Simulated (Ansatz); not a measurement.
The system is PbSe (Clausthalite).

```
Pb Se
1.0
     0.00000    3.06065    3.06065
     3.06065    0.00000    3.06065
     3.06065    3.06065    0.00000
Pb Se
1 1
Cartesian
  0.0000 0.0000 0.0000
  3.0606 3.0606 3.0606
```

Base run:

```yaml
Program: Ansatz 0.2.0
Functional: PBEsol
Potentials_or_basis: all-electron LAPW, scalar-relativistic
Cutoff: 188 eV
Density_cutoff: 750 eV
Basis_error_allowed: 0.001 eV/atom
k_mesh: 8 × 8 × 8
Occupations: fermi-dirac, width 0.05 eV
Spin: no spin polarisation
```

Its results: band gap on the k mesh 0.20 eV, direct; pressure -0.5 GPa.

Question: The run is repeated on the same cell with these changes: functional from PBEsol to BLYP. What comes out?

Answer: Band gap on the k mesh 0.41 eV, direct; pressure 5.9 GPa.

BLYP binds less tightly than PBEsol, so the same cell stands under more pressure.

Caveats: spin-orbit coupling is left out, which as a rule narrows the gap of such compounds by several tenths of an eV.

Not every run made on this cell is shown here.
